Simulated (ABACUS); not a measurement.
Set up this calculation in ABACUS 3.10.1, as the native input.

```yaml
Task: band structure
Functional: PBE
Potentials_or_basis: PseudoDojo NC FR 0.4 PBE stringent
Cutoff: 1401 eV
Density_cutoff: 5606 eV
Basis: DZP LCAO (the cutoffs set its grid)
Occupations: fermi-dirac, width 0.05 eV
Spin: spin-orbit coupling, no magnetisation
Orbital_files: Sn Sn_confined-atom_8au_3s3p2d.orb
Radial_cutoff_of_the_potentials_pseudo_rcut: 10 bohr
Density: read from an earlier self-consistent run
Path: G-X-W-K-G-L-U-W-L-K, U-X
Points_for_each_segment_of_the_path: 10
SCF_threshold_on_the_density: 1e-07
Max_SCF_steps: 100
Eigensolver: genelpa
Mixing: broyden
Mixing_share: 0.4
Symmetry_key: -1
Bands: 66
```

The system is Sn.

```xyz
2
Lattice="0.0000 3.2333 3.2333 3.2333 0.0000 3.2333 3.2333 3.2333 0.0000" Properties=species:S:1:pos:R:3 pbc="T T T"
Sn    4.8500    4.8500    4.8500
Sn    3.2333    3.2333    3.2333
```

This isn't the form of Sn at room conditions, which is tetragonal (white tin).

One way to write it, as run:

INPUT

```
INPUT_PARAMETERS
suffix              Sn
calculation         nscf
basis_type          lcao
pseudo_dir          ./
orbital_dir         ./
symmetry            -1
dft_functional      pbe
ecutwfc             103.0
pseudo_rcut         10
nspin               4
nbands              66
ks_solver           genelpa
smearing_method     fd
smearing_sigma      0.00367493
scf_thr             1e-07
scf_nmax            100
mixing_type         broyden
mixing_beta         0.4
noncolin            0
lspinorb            1
init_chg            file
out_band            1
```

STRU

```
ATOMIC_SPECIES
Sn 118.7100 Sn.upf

NUMERICAL_ORBITAL
Sn_confined-atom_8au_3s3p2d.orb

LATTICE_CONSTANT
1.8897261246

LATTICE_VECTORS
0.0000000000 3.2333428000 3.2333428000
3.2333428000 0.0000000000 3.2333428000
3.2333428000 3.2333428000 0.0000000000

ATOMIC_POSITIONS
Direct

Sn
0.0
2
0.7500000000 0.7500000000 0.7500000000 1 1 1
0.5000000000 0.5000000000 0.5000000000 1 1 1
```

KPT

```
K_POINTS
12
Line
0.00000000 0.00000000 0.00000000 10 // G
0.50000000 0.00000000 0.50000000 10 // X
0.50000000 0.25000000 0.75000000 10 // W
0.37500000 0.37500000 0.75000000 10 // K
0.00000000 0.00000000 0.00000000 10 // G
0.50000000 0.50000000 0.50000000 10 // L
0.62500000 0.25000000 0.62500000 10 // U
0.50000000 0.25000000 0.75000000 10 // W
0.50000000 0.50000000 0.50000000 10 // L
0.37500000 0.37500000 0.75000000 1 // K
0.62500000 0.25000000 0.62500000 10 // U
0.50000000 0.00000000 0.50000000 1 // X
```

Potentials or basis: PseudoDojo NC FR 0.4 PBE stringent, DZP LCAO (the cutoffs set its grid).

Run with:

```bash
$ OMP_NUM_THREADS=1 mpirun -np 4 abacus > log
```

It took 4.8 s on 4 MPI ranks on AMD EPYC 7R43 64-Core Processor (Zen 3), on a shared host, peak memory 0.52 GiB a rank.
